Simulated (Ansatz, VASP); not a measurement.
Two plane-wave programs on Al

The input INCAR:

```
SYSTEM = Al
ALGO     = Normal         ! electronic algorithm
EDIFF    = 1E-6           ! SCF threshold, eV
EDIFFG   = -0.01          ! ionic threshold
ENCUT    = 600            ! plane-wave cutoff, eV
GGA      = PS             ! functional
IBRION   = 2              ! ionic algorithm
ISIF     = 3              ! what is computed and relaxed
ISMEAR   = -1             ! smearing method
LASPH    = .TRUE.         ! aspherical terms in the spheres
LCHARG   = .FALSE.        ! write CHGCAR
LREAL    = .FALSE.        ! projectors in reciprocal space
LWAVE    = .FALSE.        ! write WAVECAR
NELM     = 100            ! most SCF steps
NSW      = 60             ! ionic steps
PREC     = Accurate       ! precision mode
SIGMA    = 0.05           ! smearing width, eV
```

KPOINTS

```
k-points
0
G
  11 11 11
  0 0 0
```

Contents of POSCAR:

```
Al
1.0
    0.0000000000      2.0248050000      2.0248050000
    2.0248050000      0.0000000000      2.0248050000
    2.0248050000      2.0248050000      0.0000000000
Al
1
Direct
    0.0000000000      0.0000000000      0.0000000000
```

File input.yaml:

```yaml
crystal:
  lattice:
    - [0.0, 2.024805, 2.024805]
    - [2.024805, 0.0, 2.024805]
    - [2.024805, 2.024805, 0.0]
  atoms:
    - { symbol: Al, position: [0.0, 0.0, 0.0] }
hamiltonian:
  xc: pbesol
  pseudopotentials: { kind: paw }
kpoints:
  mp_grid: { grid: [11, 11, 11] }
scf:
  occupations: { method: fermi_dirac, width: 0.05 }
output:
  forces: true
  stress: true
  write_density: true
  write_potential: true
  elf: true
  volumetric_format: npy
relax:
  f_tol: 0.01
  max_steps: 40
  cell: { stress_tol: 0.05 }
```

Alike in both runs: task relaxation of cell and atoms; functional PBEsol; k mesh 11 × 11 × 11; occupations fermi-dirac, width 0.05 eV; no spin polarisation.

|  | VASP | Ansatz |
| --- | --- | --- |
| version | VASP 6.6.1 | Ansatz 0.2.0 |
| potentials or method | VASP PAW PBE potentials, release 64 (Al) | Ansatz PAW |
| plane-wave cutoff (eV) | 600 | 420 |
| valence electrons in the cell | 3 | 3 |

|  | VASP | Ansatz | Ansatz less VASP |
| --- | --- | --- | --- |
| gap on the k mesh at the Fermi level, each at its own relaxed structure (eV) | none | none | - |
| relaxed volume (Å³/atom) | 16.21 | 16.21 | -0.006 |
| relaxed cell length with the largest relative difference (Å) | 2.841 | 2.841 | -0.0003 |
| energy change over the relaxation (meV/atom) | -2 | -2 | -0.1 |

A gap of «none» marks a metal or a gap that the smearing closes.

Caveats: the PAW data sets were made with another functional, which shifts forces and pressure a little (VASP); the plane-wave basis is chosen anew once the cell has moved, so the energies of steps on either side of that aren't comparable (Ansatz); the PAW data sets come from PBE, with cores solved anew for the run's functional, which leaves a small shift of forces and pressure (Ansatz).
